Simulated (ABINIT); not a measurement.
# Zn (Fm-3m) in ABINIT: notebook

Runs on Zn. Level: PBEsol. Tasks: relaxation of cell and atoms, single point.

All numbers are computed with ABINIT 10.8.3 (patched build); they aren't measurements. Logs are shortened: lines on timing, memory, paths and dates and some standing lists are left out, and cuts for length are marked. The log counts tension as positive stress, the text compression.

### 1 Starting point

The structure is cubic, space group Fm-3m (No. 225). Conventional cell: a = 3.930 Å, b = 3.930 Å, c = 3.930 Å, α = 90.00°, β = 90.00°, γ = 90.00°. Zn (site symmetry m-3m) is surrounded by 12 Zn at 2.78 Å.

This isn't the form of Zn at room conditions, which is hcp.

### 2 Relaxation of cell and atoms, PBEsol

run.abi reads:

```
pp_dirpath "./"
pseudos "Zn.upf"

acell 5.2508173235 5.2508173235 5.2508173235
rprim
     0.0000000000     0.7071067812     0.7071067812
     0.7071067812     0.0000000000     0.7071067812
     0.7071067812     0.7071067812     0.0000000000
ntypat 1
znucl 30
natom 1
typat 1
chkprim 0
chksymtnons 0
tolsym 1.0e-6
xred
            0.0            0.0            0.0

ecut 42.0
ecutsm 0.5

kptopt 1
ngkpt 9 9 9
nshiftk 1
shiftk 0.0 0.0 0.0

ixc -116133

nband 14
occopt 3
tsmear 0.05 eV

nstep 80
tolvrs 1.0e-12

iomode 3
prteig 0
prtebands 0
prtwf 0
prtden 0

ionmov 2
optcell 2
ntime 50
tolmxf 2.0e-5
dilatmx 1.08
```

Potentials or basis: PseudoDojo NC SR PBEsol v0.4.1 standard.

Launch:

```sh
> mpirun --bind-to none -np 4 abinit run.abi > log 2>&1
```

run.abo:

```text
.Version 10.8.3 of ABINIT
 Symmetries : space group Fm -3 m (#225); Bravais cF (face-center cubic)
================================================================================
 Values of the parameters that define the memory need of the present run
     intxc =       0    ionmov =       2      iscf =       7    lmnmax =       6
     lnmax =       6     mgfft =      36  mpssoang =       3    mqgrid =    3001
     natom =       1  nloc_mem =       1    nspden =       1   nspinor =       1
    nsppol =       1      nsym =      48    n1xccc =    2501    ntypat =       1
    occopt =       3   xclevel =       2
       mpw =        1695          nfft =       46656          nkpt =          35
================================================================================
================================================================================

--------------------------------------------------------------------------------
------------- Echo of variables that govern the present computation ------------
--------------------------------------------------------------------------------
 -outvars: echo values of preprocessed input variables --------
            acell      5.2508173235E+00  5.2508173235E+00  5.2508173235E+00 Bohr
              amu      6.53900000E+01
          chkprim           0
      chksymtnons           0
          dilatmx      1.08000000E+00
             ecut      4.20000000E+01 Hartree
           ecutsm      5.00000000E-01 Hartree
           ionmov           2
              ixc     -116133
         kptrlatt        9    0    0      0    9    0      0    0    9
          kptrlen      4.72573559E+01
            natom           1
            nband          14
            ngfft          36      36      36
             nkpt          35
            nstep          80
             nsym          48
            ntime          50
           ntypat           1
           occopt           3
          optcell           2
           prtden           0
        prtebands           0
           prteig           0
            prtwf           0
            rprim      0.0000000000E+00  7.0710678120E-01  7.0710678120E-01
                       7.0710678120E-01  0.0000000000E+00  7.0710678120E-01
                       7.0710678120E-01  7.0710678120E-01  0.0000000000E+00
          spgroup         225
           tolmxf      2.00000000E-05
           tolsym      1.00000000E-06
           tolvrs      1.00000000E-12
           tsmear      1.83746611E-03 Hartree
            typat      1
            znucl       30.00000

================================================================================

 chkinp: Checking input parameters for consistency.

================================================================================
== DATASET  1 ==================================================================

--- !DatasetInfo
iteration_state: {dtset: 1, }
dimensions: {natom: 1, nkpt: 35, mband: 14, nsppol: 1, nspinor: 1, nspden: 1, mpw: 1695, }
cutoff_energies: {ecut:  42.0, pawecutdg:  -1.0, }
electrons: {nelect:   2.00000000E+01, charge:   0.00000000E+00, occopt:   3.00000000E+00, tsmear:   1.83746611E-03, }
meta: {optdriver: 0, ionmov: 2, optcell: 2, iscf: 7, paral_kgb: 0, }
...

 Real(R)+Recip(G) space primitive vectors, cartesian coordinates (Bohr,Bohr^-1):
 R(1)=  0.0000000  3.7128885  3.7128885  G(1)= -0.1346660  0.1346660  0.1346660
 R(2)=  3.7128885  0.0000000  3.7128885  G(2)=  0.1346660 -0.1346660  0.1346660
 R(3)=  3.7128885  3.7128885  0.0000000  G(3)=  0.1346660  0.1346660 -0.1346660
 Unit cell volume ucvol=  1.0236836E+02 bohr^3
 Angles (23,13,12)=  6.00000000E+01  6.00000000E+01  6.00000000E+01 degrees

 getcut: wavevector=  0.0000  0.0000  0.0000  ngfft=  36  36  36
         ecut(hartree)=     48.989   => boxcut(ratio)=   2.17602

--- Pseudopotential description ------------------------------------------------
- pspini: atom type   1  psp file is ./Zn.upf
  30.00000  20.00000  180301                  znucl, zion, pspdat
12 -116133 2 -1 1312                          pspcod,pspxc,lmax,lloc,mmax
     nproj     2     2     2

   5.31468713E+02                                ecore*ucvol(ha*bohr**3)
--------------------------------------------------------------------------------

================================================================================

=== [ionmov= 2] Broyden-Fletcher-Goldfarb-Shanno method (forces)
================================================================================

--- Iteration: ( 1/50) Internal Cycle: (1/1)
--------------------------------------------------------------------------------

---SELF-CONSISTENT-FIELD CONVERGENCE--------------------------------------------

--- !BeginCycle
iteration_state: {dtset: 1, itime: 1, icycle: 1, }
solver: {iscf: 7, nstep: 80, nline: 4, wfoptalg: 0, }
tolerances: {tolvrs: 1.00E-12, }
...

     iter   Etot(hartree)      deltaE(h)  residm     vres2
 ETOT  1  -208.74091948827    -2.087E+02 6.820E-01 1.606E+01
 ETOT  2  -208.91466223562    -1.737E-01 2.552E-02 2.528E-01
 ETOT  3  -208.91471114251    -4.891E-05 4.760E-04 1.147E-03
 ETOT  4  -208.91471119951    -5.699E-08 1.533E-04 2.674E-04
 ETOT  5  -208.91471119276     6.749E-09 6.373E-05 2.961E-04
 ETOT  6  -208.91471125726    -6.450E-08 2.005E-05 5.926E-06
 ETOT  7  -208.91471125869    -1.426E-09 8.518E-06 1.900E-08
 ETOT  8  -208.91471125869    -1.364E-12 2.609E-06 7.517E-11
 ETOT  9  -208.91471125870    -8.924E-12 1.140E-06 3.504E-15

 At SCF step    9       vres2   =  3.50E-15 < tolvrs=  1.00E-12 =>converged.

 Cartesian components of stress tensor (hartree/bohr^3)
  sigma(1 1)=  1.70726481E-04  sigma(3 2)=  0.00000000E+00
  sigma(2 2)=  1.70726481E-04  sigma(3 1)=  0.00000000E+00
  sigma(3 3)=  1.70726481E-04  sigma(2 1)=  0.00000000E+00

--- !ResultsGS
iteration_state: {dtset: 1, itime: 1, icycle: 1, }
comment   : Summary of ground state results
lattice_vectors:
- [  0.0000000,   3.7128885,   3.7128885, ]
- [  3.7128885,   0.0000000,   3.7128885, ]
- [  3.7128885,   3.7128885,   0.0000000, ]
lattice_lengths: [   5.25082,    5.25082,    5.25082, ]
lattice_angles: [ 60.000,  60.000,  60.000, ] # degrees, (23, 13, 12)
lattice_volume:   1.0236836E+02
convergence: {deltae: -8.924E-12, res2:  3.504E-15, residm:  1.140E-06, diffor: null, }
etotal    :  -2.08914711E+02
entropy   :   0.00000000E+00
fermie    :   2.79808231E-01
cartesian_stress_tensor: # hartree/bohr^3
- [  1.70726481E-04,   0.00000000E+00,   0.00000000E+00, ]
- [  0.00000000E+00,   1.70726481E-04,   0.00000000E+00, ]
- [  0.00000000E+00,   0.00000000E+00,   1.70726481E-04, ]
pressure_GPa:  -5.0229E+00
xred      :
- [  0.0000E+00,   0.0000E+00,   0.0000E+00, Zn]
cartesian_forces: # hartree/bohr
- [ -0.00000000E+00,  -0.00000000E+00,  -0.00000000E+00, ]
force_length_stats: {min:   0.00000000E+00, max:   0.00000000E+00, mean:   0.00000000E+00, }
...
[... 365 lines left out ...]
---OUTPUT-----------------------------------------------------------------------

 Cartesian coordinates (xcart) [bohr]
  0.00000000000000E+00  0.00000000000000E+00  0.00000000000000E+00
 Reduced coordinates (xred)
  0.00000000000000E+00  0.00000000000000E+00  0.00000000000000E+00
 Cartesian forces (fcart) [Ha/bohr]; max,rms= 0.00000E+00 0.00000E+00 (free atoms)
 -0.00000000000000E+00 -0.00000000000000E+00 -0.00000000000000E+00
 Gradient of E wrt nuclear positions in reduced coordinates (gred)
  0.00000000000000E+00  0.00000000000000E+00  0.00000000000000E+00
 Scale of Primitive Cell (acell) [bohr]
  5.13241979662438E+00  5.13241979662438E+00  5.13241979662438E+00
 Real space primitive translations (rprimd) [bohr]
  0.00000000000000E+00  3.62916884208918E+00  3.62916884208918E+00
  3.62916884208918E+00  0.00000000000000E+00  3.62916884208918E+00
  3.62916884208918E+00  3.62916884208918E+00  0.00000000000000E+00
 Unitary Cell Volume (ucvol) [Bohr^3]=  9.55985965369366E+01
 Angles (23,13,12)= [degrees]
  6.00000000000000E+01  6.00000000000000E+01  6.00000000000000E+01
 Lengths [Bohr]
  5.13241979662438E+00  5.13241979662438E+00  5.13241979662438E+00
 Stress tensor in cartesian coordinates (strten) [Ha/bohr^3]
  2.78275713028187E-08  0.00000000000000E+00  0.00000000000000E+00
  0.00000000000000E+00  2.78275713028187E-08  0.00000000000000E+00
  0.00000000000000E+00  0.00000000000000E+00  2.78275712889409E-08
 Total energy (etotal) [Ha]= -2.08915332589740E+02

 Difference of energy with previous step (new-old):
           Absolute (Ha)=-8.87505E-08
           Relative     =-4.24815E-10

 At Broyd/MD step   5, gradients are converged :
  max grad (force/stress) = 2.7828E-06 < tolmxf= 2.0000E-05 ha/bohr (free atoms)

================================================================================

 ----iterations are completed or convergence reached----

 Mean square residual over all n,k,spin=   55.641E-13; max=  27.159E-10
 reduced coordinates (array xred) for    1 atoms
       0.000000000000      0.000000000000      0.000000000000
 rms dE/dt=  0.0000E+00; max dE/dt=  0.0000E+00; dE/dt below (all hartree)
    1       0.000000000000      0.000000000000      0.000000000000

 cartesian coordinates (angstrom) at end:
    1      0.00000000000000     0.00000000000000     0.00000000000000

 cartesian forces (hartree/bohr) at end:
    1     -0.00000000000000    -0.00000000000000    -0.00000000000000
 frms,max,avg= 0.0000000E+00 0.0000000E+00   0.000E+00  0.000E+00  0.000E+00 h/b

 cartesian forces (eV/Angstrom) at end:
    1     -0.00000000000000    -0.00000000000000    -0.00000000000000
 frms,max,avg= 0.0000000E+00 0.0000000E+00   0.000E+00  0.000E+00  0.000E+00 e/A
 length scales=  5.132419796624  5.132419796624  5.132419796624 bohr
              =  2.715959591318  2.715959591318  2.715959591318 angstroms
 Fermi (or HOMO) energy (hartree) =   0.31329   Average Vxc (hartree)=  -0.46396
 Eigenvalues (hartree) for nkpt=  35  k points:
 kpt#   1, nband= 14, wtk=  0.00137, kpt=  0.0000  0.0000  0.0000 (reduced coord)
  -4.32559   -2.64591   -2.64591   -2.64591   -0.08717    0.03154    0.03154    0.03154
   0.04775    0.04775    1.01620    1.01755    1.01755    1.01755
      occupation numbers for kpt#   1
   2.00000    2.00000    2.00000    2.00000    2.00000    2.00000    2.00000    2.00000
   2.00000    2.00000    0.00000    0.00000    0.00000    0.00000
 prteigrs : prtvol=0 or 1, do not print more k-points.

--- !EnergyTerms
iteration_state     : {dtset: 1, itime: 5, icycle: 1, }
comment             : Components of total free energy in Hartree
kinetic             :  9.21401123878495E+01
hartree             :  6.72158987103006E+01
xc                  : -2.22452458966767E+01
Ewald energy        : -1.26333666842418E+02
psp_core            :  5.55937777488019E+00
local_psp           : -1.77363498991308E+02
non_local_psp       : -4.78882067162622E+01
internal            : -2.08915229573635E+02
'-kT*entropy'       : -1.03016105771469E-04
total_energy        : -2.08915332589740E+02
total_energy_eV     : -5.68487580780701E+03
band_energy         : -2.38460676704863E+01
...

 Cartesian components of stress tensor (hartree/bohr^3)
  sigma(1 1)=  2.78275713E-08  sigma(3 2)=  0.00000000E+00
  sigma(2 2)=  2.78275713E-08  sigma(3 1)=  0.00000000E+00
  sigma(3 3)=  2.78275713E-08  sigma(2 1)=  0.00000000E+00

-Cartesian components of stress tensor (GPa)         [Pressure= -8.1872E-04 GPa]
- sigma(1 1)=  8.18715414E-04  sigma(3 2)=  0.00000000E+00
- sigma(2 2)=  8.18715414E-04  sigma(3 1)=  0.00000000E+00
- sigma(3 3)=  8.18715413E-04  sigma(2 1)=  0.00000000E+00

== END DATASET(S) ==============================================================
================================================================================

 -outvars: echo values of variables after computation  --------
            acell      5.1324197966E+00  5.1324197966E+00  5.1324197966E+00 Bohr
           etotal     -2.0891533259E+02
            fcart     -0.0000000000E+00 -0.0000000000E+00 -0.0000000000E+00
            rprim      0.0000000000E+00  7.0710678119E-01  7.0710678119E-01
                       7.0710678119E-01  0.0000000000E+00  7.0710678119E-01
                       7.0710678119E-01  7.0710678119E-01  0.0000000000E+00
           strten      2.7827571303E-08  2.7827571303E-08  2.7827571289E-08
                       0.0000000000E+00  0.0000000000E+00  0.0000000000E+00
 Calculation completed.
```

Run time: 20 s. Hardware: 4 MPI ranks of Intel Xeon 6975P-C (Granite Rapids), shared host; peak memory 0.28 GiB.

What came out:

```yaml
Free_energy: -5684.8758 eV
Relaxed_volume: 14.17 Å³/atom
Relaxed_cell: a = 2.716 Å, b = 2.716 Å, c = 2.716 Å, α = 60.00°, β = 60.00°, γ = 60.00°
Space_group_after_relaxing_to_0.05_Å: Fm-3m (No. 225)
Energy_gained_by_relaxing: 16.9 meV/atom
Ionic_steps: 5
Pressure_after_relaxing: 0.0 GPa
Band_gap_on_the_k_mesh: none (metal or under the smearing width)
```

Step by step:
```
step  energy change (eV)  largest force (eV/Å)  pressure (GPa)  volume (Å³)
   1              0.0000                0.0000           -5.02        15.17
   2             -0.0066                0.0000           -4.06        14.94
   3             -0.0167                0.0000            0.68        14.06
   4             -0.0169                0.0000           -0.07        14.18
   5             -0.0169                0.0000            0.00        14.17
```

Final structure:
```
Zn
1.0
     0.00000    1.92047    1.92047
     1.92047    0.00000    1.92047
     1.92047    1.92047    0.00000
Zn
1
Direct
  0.00000 0.00000 0.00000
```

### 3 Single point, PBEsol (cell relaxed)

run.abi reads:

```
pp_dirpath "./"
pseudos "Zn.upf"

acell 3*1.0 Angstrom
rprim
     0.0000000000     1.9204734500     1.9204734500
     1.9204734500     0.0000000000     1.9204734500
     1.9204734500     1.9204734500     0.0000000000
ntypat 1
znucl 30
natom 1
typat 1
xred
     0.0000000000     0.0000000000     0.0000000000
chkprim 0
chksymtnons 0
tolsym 1.0e-6

ecut 42.0

kptopt 1
ngkpt 9 9 9
nshiftk 1
shiftk 0.0 0.0 0.0

ixc -116133

nband 14
occopt 3
tsmear 0.05 eV

nstep 100
tolvrs 1.0e-10

iomode 3
prtwf 0
prtden 0
prteig 0
prtebands 0
enunit 1
```

Potentials or basis: PseudoDojo NC SR PBEsol v0.4.1 standard.

Launch:

```sh
> mpirun --bind-to none -np 4 abinit run.abi > log 2>&1
```

Run time: 2.9 s. Hardware: 4 MPI ranks of Intel Xeon 6975P-C (Granite Rapids), shared host; peak memory 0.28 GiB.

The run converged. Its results:

| Property | Result |
| --- | --- |
| Free energy | -5684.8758 eV |
| Pressure | 0.0 GPa |
| Band gap on the k mesh | none (metal or under the smearing width) |
| Valence electrons inside the program's atomic spheres | Zn 18.12 (radii [1.0584] Å) |

Levels at points of the mesh, in eV from the Fermi level:
```
           k point  band 8  band 9  band 10  band 11  band 12  band 13
(0.00, 0.00, 0.00)   -7.67   -7.23    -7.23    19.13    19.16    19.16
```
